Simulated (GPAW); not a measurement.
Computed results, one entry a study.

```
! title: InP (honeycomb monolayer): G0W0 with GPAW, start to end
! method: DFT, LDA, plane waves, PAW (and 1 further level or step)
! program: GPAW 26.7.0
! settings: cutoff 450 eV, GPAW PAW setups 1.2.1 data release, 6×6×1 k-mesh, nbands 283
! notes: The structure was relaxed with LDA. Limits: no spin-orbit coupling.
! LDA gap: 1.19 eV, indirect
! G0W0 gap on the mesh: 2.73 eV
! GW settings: 6×6×1 mesh, 127 bands, screening to 48 eV, full frequency, Hilbert transform
! known limits: short of the basis limit; no spin-orbit coupling
CELL_PARAMETERS angstrom
4.12993 0.00000 0.00000
-2.06497 3.57663 0.00000
0.00000 0.00000 11.40000
ATOMIC_POSITIONS crystal
In 0.33333 0.66667 0.47953
P 0.66667 0.33333 0.52051
```

[Long decimals in the printed logs are rounded to 6 places.]

[Logs are printed without paths, hosts, clocks, repeated set-up lines and the standing remarks that a program may print on its own settings, such as how far it seeks lower states.]

[Paths, hosts, dates, memory and timing lines, banners, echoed tables and standing remarks are left out of the program output; an Ansatz launch command may be rebuilt from the run's recorded settings. Measured values are a selection of at most five: reports struck by readers or far from the other reports are left out. None is set beside runs whose start may be inverted or whose files or cutoffs have a known fault.]

[Runs of the session that timed out or met a known fault of the program may be left out.]

[Hosts, paths, dates, database ids (printed as entryN), source tags and the programs' standing remarks are cut or masked in the printed files.]

[Where the starting crystal was built by hand or by swapping elements, it need not be the compound's stable phase.]
